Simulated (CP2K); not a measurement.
**EuS under changes of volume**

One of the cells (26.424 Å³/atom); the others are scaled copies at fixed shape and fractional positions:

```
Eu S
1.0
     4.21224    0.00000    0.00000
     2.10612    3.64790    0.00000
     2.10612    1.21597    3.43928
Eu S
1 1
Direct
  0.00000 0.00000 0.00000
  0.50000 0.50000 0.50000
```

```yaml
Program: CP2K 2026.2
Functional: PBEsol
Potentials_or_basis: GTH_POTENTIALS Eu GTH-PBE-q17; POTENTIAL_UZH S GTH-PBE-q6; DZVP-MOLOPT-SR-GTH, DZVP-MOLOPT-PBE-GTH basis
Density_cutoff: 6123 eV
k_mesh: 8 × 8 × 8
Occupations: fermi-dirac, width 0.05 eV
Spin: collinear spin, ferromagnetic start
Starting_moments: "[7.0, 0.0] μB"
```

```csv
volume (Å³/atom),energy over the lowest point (meV/atom),pressure (GPa)
24.838,4.73,1.9
25.367,0.48,0.7
25.895,0.00,-0.4
26.424,2.96,-1.4
26.952,8.76,-2.3
27.481,?,?
28.009,29.15,-3.9
```

Q: What does the run at 27.481 Å³/atom give?

A: Energy over the lowest point 17.69 meV/atom; pressure -3.1 GPa.

Worked out: A Birch-Murnaghan fit of order 3 (a polynomial in V^(-2/3)) to the other rows has its minimum at 25.71 Å³/atom with B0 = V·E''(V) = 51 GPa and B' = 3.0. It gives 17.67 meV/atom at 27.481 Å³/atom, against the run's 17.69, and -dE/dV = -3.1 GPa, against -3.1.

Energies are extrapolated to zero smearing.

Caveats: the potentials were made for another functional, which shifts forces and pressure; the basis of atomic orbitals isn't converged, which shifts pressures, moduli and gaps; the total moment is fixed, so each spin has its own Fermi level; a cell with one magnetic atom can't hold antiferromagnetic order, which such compounds often take; without U or exact exchange the open f shell lies at the Fermi level, which spoils levels, moments and volumes.
